# From a measured band gap to a computed one

## The question

Rutile, the first TiO2 row, and ZnO both have measured gaps of roughly 3 eV. A PBE calculation gives 1.9 eV for rutile and only 0.8 eV for ZnO. The functional is known to make gaps too small, but these two oxides show that one common factor will not repair them. Can the right correction be foreseen for a crystal whose computed gap has not yet been seen?

The two test cases are cubic CdS and layered GaS. Their measured gaps serve as input: to two figures, 2.4 eV for CdS and 2.6 eV for GaS. The task is to say what the calculation will give.

Measured band gaps of 15 crystals beside those computed with ABINIT 10.8.3 using the PBE functional, without spin polarisation or spin-orbit coupling and with Fermi-Dirac smearing of 0.05 eV. Each computed gap is the Kohn-Sham gap, taken between the highest occupied and lowest empty levels found on the k-mesh.

| formula | space group | volume of the given cell (Å³/atom) | potentials or basis | wave cutoff (eV) | k-mesh | computed band gap (eV) | measured band gap (eV) | range of the values found (eV) | what was measured, and how | computed less measured (eV) |
| --- | --- | --- | --- | --- | --- | --- | --- | --- | --- | --- |
| Sn | Fd-3m | 33.80 | JTH PAW PBE v2.0 | 408.2 | 6x6x6 | 0 | 0.092 | one value | indirect gap (L conduction minimum to valence band top at Gamma), low temperature; electrical measurements; bulk crystal | -0.09 |
| PbSe | Fm-3m | 28.67 | JTH PAW PBE v2.0 | 462.6 | 8x8x8 | 0.285 | 0.2 | 0.15 to 0.26 | band gap at X-bar of the surface zone (bulk L point) from ARPES, between quantized subbands; ARPES; film | 0.08 |
| P | Cmce | 20.46 | JTH PAW PBE v2.0 | 544.2 | 6x6x5 | 0.1 | 0.3 | 0.28 to 0.33 | optical gap from infrared absorption edge; polarization-resolved infrared absorption; bulk crystal | -0.20 |
| Te2Mo | P6_3/mmc | 24.96 | JTH PAW PBE v2.0 | 408.2 | 7x7x2 | 0.798 | 0.88 | 0.83 to 1.06 | indirect optical gap from extrapolated square root of absorption; phonon energy not resolved; optical transmission spectroscopy; bulk crystal | -0.08 |
| Si | Fd-3m | 20.16 | JTH PAW PBE v2.0 | 408.2 | 5x5x5 | 0.597 | 1.11 | 1.1 to 1.1692 | indirect band gap at room temperature, quoted from a textbook; not stated; bulk crystal | -0.51 |
| CdSe | P6_3mc | 28.10 | JTH PAW PBE v2.0 | 462.6 | 6x6x3 | 0.693 | 1.72 | 1.71 to 1.76 | direct optical gap from Tauc plot, film grown at 200 C; UV-Vis-NIR absorption; film | -1.03 |
| BAs | F-43m | 13.63 | JTH PAW PBE v2.0 | 408.2 | 8x8x8 | 1.193 | 1.835 | 1.82 to 4.12 | indirect optical gap from background-subtracted Tauc plot; UV-Vis transmission; bulk crystal | -0.64 |
| CdS | F-43m | 24.81 | JTH PAW PBE v2.0 | 598.7 | 8x8x8 | ? | ? | ? | ? | ? |
| GaS | P6_3/mmc | 21.57 | JTH PAW PBE v2.0 | 544.2 | 7x7x2 | ? | ? | ? | ? | ? |
| TiO2 (1) | P4_2/mnm | 10.44 | JTH PAW PBE v2.0 | 625.9 | 5x5x7 | 1.859 | 3 | 2.96 to 3.2 | optical gap from Kubelka-Munk plot; UV-vis diffuse reflectance; powder | -1.14 |
| TiO2 (2) | I4_1/amd | 11.35 | JTH PAW PBE v2.0 | 625.9 | 6x6x6 | 2.159 | 3.2 | 3.1 to 3.98 | experimental band gap quoted for comparison with calculation; not stated; bulk crystal | -1.04 |
| GaN | F-43m | 11.44 | JTH PAW PBE v2.0 | 680.3 | 8x8x8 | 1.713 | 3.23 | one value | absorption onset (direct gap at Gamma) of unexcited film, from imaginary part of dielectric function; spectroscopic ellipsometry; film | -1.52 |
| ZnO | P6_3mc | 11.90 | JTH PAW PBE v2.0 | 625.9 | 7x7x4 | 0.794 | 3.27 | 3.2 to 3.4 | photoluminescence peak maximum (below the absorption gap); photoluminescence; film | -2.48 |
| AlN | P6_3mc | 10.45 | JTH PAW PBE v2.0 | 680.3 | 8x8x5 | 4.204 | 6.038 | 5.96 to 6.18 | optical (excitonic) gap: Gamma5 n=1 free exciton transition energy, E perpendicular to c; cathodoluminescence; film | -1.83 |
| Al2O3 | R-3c | 8.50 | JTH PAW PBE v2.0 | 625.9 | 4x4x4 | 6.2 | 8.7 | 8.7 to 9.4 | optical band gap of host from absorption; optical absorption; bulk crystal | -2.50 |

## Why the computed gap is too small

The true gap is the cost of taking one electron out of the crystal, less the energy returned when another is put in. Each step changes the number of electrons. An optical measurement comes close to this gap, but lies lower by the attraction between the excited electron and the hole it leaves. The computed gap is a difference between two orbital energies of the unchanged crystal. It lacks the jump in potential that an added electron would meet, called the derivative discontinuity.

The hydrogen atom shows this jump in its purest form. Removing its electron costs about 14 eV, while adding a second one returns less than 1 eV. Both steps use the same 1s orbital, so with the two spins treated alike the orbital energies show no gap at all. The analogy carries over the idea and not the size, because in a crystal the other electrons screen the added charge.

That screening tells us how the error should run. Electrons that are hard to excite are also hard to polarise, so a wide-gap crystal screens weakly and the jump is larger. The table agrees in broad terms: the computed gap falls short by 0.5 eV in Si and by 2.5 eV in Al2O3.

## A line for the ordinary cases

Let $E_\mathrm{m}$ be the measured gap, $E_\mathrm{c}$ the computed gap and $\Delta$ the difference between them. The simplest form of the argument lets $\Delta$ grow linearly with the gap:

$$E_\mathrm{m}=E_\mathrm{c}+\Delta,\qquad \Delta=a+bE_\mathrm{m}\quad\Rightarrow\quad E_\mathrm{c}=(1-b)E_\mathrm{m}-a .$$

A least-squares fit to Si, BAs, both forms of TiO2, AlN and Al2O3 gives, in eV,

$$E_\mathrm{c}=0.736\,E_\mathrm{m}-0.229 .$$

When each of the six rows in turn is forecast from the other five, the typical error is 0.08 eV. A plain proportion does worse, with 0.19 eV. The two constants should not be read as separate physical quantities, since the measured values mix optical edges with an exciton energy in AlN. For Al2O3 alone they range from 8.7 to 9.4 eV. In both TiO2 runs the program also warned of overlapping PAW spheres, and the effect on the gap was not tested.

The four crystals with measured gaps below 1 eV were kept out of the fit, because there the settings can matter as much as the functional. Sn is computed as a semimetal, and its measured value is a distance between band edges at different wave vectors. The small gap of P may close between mesh points. Spin-orbit coupling was left out of every row, which matters for the heavy atoms in Sn, PbSe and Te2Mo. In PbSe this coupling would draw the band edges together and might even reverse their order, so its computed gap, which lies above the measured one, is no sign of accuracy.

## Why some crystals fall below the line

CdSe, GaN and ZnO were also kept out of the fit, for a different reason. All three lie below the line: CdSe by 0.34 eV, GaN by 0.44 eV and ZnO by 1.4 eV. Their metal atoms each have a filled d shell that can mix with the valence states.

The valence top of these crystals consists mainly of p states of the non-metal. Two levels that interact push each other apart, so a d shell lying below drives the p states upward and narrows the gap. This happens in the real crystal too. PBE exaggerates it, because an electron in a compact d shell partly repels itself in this functional, and the shell ends up too high and too close to the p states. In ZnO the d shell lies especially near the oxygen p states, which fits its large deviation. Depth is not the whole story, though: the d shell lies deeper in GaN than in CdSe, yet the two deviate by similar amounts. Which of them deviates more cannot be read from the table, because the missing spin-orbit coupling makes the deviation of CdSe look too small.

AlN serves as a control for GaN. It is also a nitride, but aluminium has no d electrons, and AlN lies close to the line. The comparison suggests that the metal atom matters, although the GaN here is cubic and the AlN hexagonal. That the d shell is the reason comes from theory, because gaps alone cannot separate its effect from other differences between aluminium and gallium.

## Forecast for CdS

CdS has a close relative in the table. CdSe contains the same metal, also bonded to four neighbours, so its deviation from the line can be borrowed. Neither compound took part in the fit.

The estimate takes three steps:

1. The line gives $0.736\times2.4-0.229=1.54$ eV for CdS.
2. For CdSe it gives $0.736\times1.72-0.229=1.04$ eV, while the calculation gave 0.69 eV. The difference is about 0.34 eV before rounding.
3. Subtracting this from the first result leaves about 1.2 eV.

The forecast for CdS is therefore **1.2 eV, within 0.3 eV**, or about half the measured gap. The range is a judgement. It is wider than the scatter about the line because the correction rests on a single relative. Spin-orbit coupling, which is left out, would also narrow the gap of CdSe more than that of CdS, so the borrowed deviation may be somewhat too small.

## Forecast for GaS

GaS shares its metal with GaN, but the relationship is looser. In GaN each gallium atom is bonded to four nitrogen atoms, in layered GaS to three sulphur atoms and another gallium. The Ga–S bond is longer than the Ga–N bond, so the d shell overlaps less with the p states and should push them less. Applying the full deviation of GaN would give about 1.2 eV, which is probably too low.

The mesh acts in the other direction. In GaS the lowest conduction valley is expected at M, on the boundary of the Brillouin zone, and a mesh with seven divisions in the plane steps past that point. The gap found on the mesh is then somewhat too wide. I take the two effects to cancel roughly, which is a guess, and keep the value of the line.

The forecast for GaS is **1.7 eV, within 0.4 eV**. That is a little under two thirds of the measured gap, and a larger share than in CdS.

## The computed values

The withheld rows as computed:

| formula | space group | volume of the given cell (Å³/atom) | potentials or basis | wave cutoff (eV) | k-mesh | computed band gap (eV) | measured band gap (eV) | range of the values found (eV) | what was measured, and how | computed less measured (eV) |
| --- | --- | --- | --- | --- | --- | --- | --- | --- | --- | --- |
| CdS | F-43m | 24.81 | JTH PAW PBE v2.0 | 598.7 | 8x8x8 | 1.126 | 2.42 | one value | optical gap from inflexion point of photoacoustic spectrum, as-grown film; photoacoustic spectroscopy; film | -1.29 |
| GaS | P6_3/mmc | 21.57 | JTH PAW PBE v2.0 | 544.2 | 7x7x2 | 1.598 | 2.58 | 2.5 to 2.59 | indirect gap from Tauc plot; optical absorption; bulk crystal | -0.98 |

Both values fall inside their ranges, and both forecasts were slightly too high: by 0.08 eV for CdS and by 0.07 eV for GaS. These misses are taken from the forecasts before rounding, 1.21 and 1.67 eV. The order of the shares also came out as forecast, with 47 % of the measured gap in CdS and 62 % in GaS. The misses are about as large as the scatter of the fitted rows, so they call for no cause of their own.

For CdS the borrowed correction did real work. The line alone would have been 0.43 eV too high. CdS and CdSe thus deviate by similar amounts, as they should if the extra error belongs to the metal and its surroundings. This agrees with the d-shell picture, although any other property that cadmium brings to both compounds would pass the same test. Nor does it single out cadmium, since the deviation of GaN would have served CdS at least as well.

GaS teaches the opposite lesson. Had the full deviation of GaN been carried over, the forecast would have been 0.36 eV too low. On this mesh, then, sharing a metal was not enough for the deviation to carry over. Weaker overlap or the different bonding in GaS may be the reason, but the mesh may also hide part of its deviation. The good result does not confirm the assumed cancellation, since two small effects would give the same gap as two larger ones that offset each other. A mesh that contains M would settle the part due to sampling.

## What this means for choosing a material

The uneven error can reverse an order. By computed gap, BAs with 1.2 eV looks more transparent than ZnO with 0.8 eV. Measurement puts ZnO far ahead, at 3.3 eV against 1.8 eV. A search for transparent crystals that ranks them by computed gap would therefore put these two in the wrong order.

For a neighbouring compound, the first thing to look at is the metal atom. If its d or f shell is partly filled in the compound, PBE can miss the gap altogether, and the line is no safe guide, though the table cannot show this: Te2Mo, the one such row here, lies almost 0.4 eV above it, but so does PbSe, which has no such shell. Otherwise, if no filled d shell lies near the valence band and the measured gap exceeds about 1 eV, the line gives a first guess. Its small error was found on six crystals only. Halides, for example, are not among them and can fall well below the line without any help from a d shell. If there is such a filled shell, the computed gap will probably lie below the line. A compound with the same metal in a similar bonding environment can then serve as a guide, though CdS is the only test of this here.
